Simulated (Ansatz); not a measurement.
We consider rock-salt NaBr, described by PBE-D3(BJ) (plane waves, PAW; Ansatz, a quantum-chemistry and plane-wave program).

Settings: plane-wave cutoff 520 eV, 10×10×10 k mesh, Fermi–Dirac smearing 0.01 eV, scalar-relativistic PAW data made under PBE.

Pressure at four volumes; x = ln(V/25.649 Å³). One pressure is withheld.

| V (Å³/atom) | x | P (GPa) |
|---|---|---|
| 24.110 | -0.0619 | 1.668 |
| 25.649 | 0.0000 | 0.000 |
| 26.674 | 0.0392 | -0.837 |
| 27.187 | 0.0582 | ? |

Question: Pass a parabola P(x) through the three rows shown, estimate the bulk modulus and its pressure derivative near zero pressure, and predict the withheld pressure.

Answer: Slopes between the rows: (0.000 − (1.668))/(0.0000 − (-0.0619)) = -26.95 and (-0.837 − (0.000))/(0.0392 − (0.0000)) = -21.35 GPa. Their difference over the span 0.1011 is c = 5.60/0.1011 = 55.4 GPa, so P(x) = 1.668 + (-26.95)(x − (-0.0619)) + 55.4 (x − (-0.0619))(x − (0.0000)). At the middle row B = −dP/dx = −[-26.95 + 55.4 × 0.0619] = 23.5 GPa, and B′ = dB/dP = 2c/B = 4.7. At x = 0.0582 the parabola gives -1.181 GPa; the run gives -1.189 GPa. The Birch–Murnaghan fit to the energies at all volumes has B0 = 23.4 GPa and B′ = 4.7.

Measured, for comparison: bulk modulus 22.6 GPa (4 K, zero-point motion not removed; as tabulated in Doll and Stoll (1998), arXiv:cond-mat/9801031). Computed (rounded) less measured: bulk modulus +4 %.
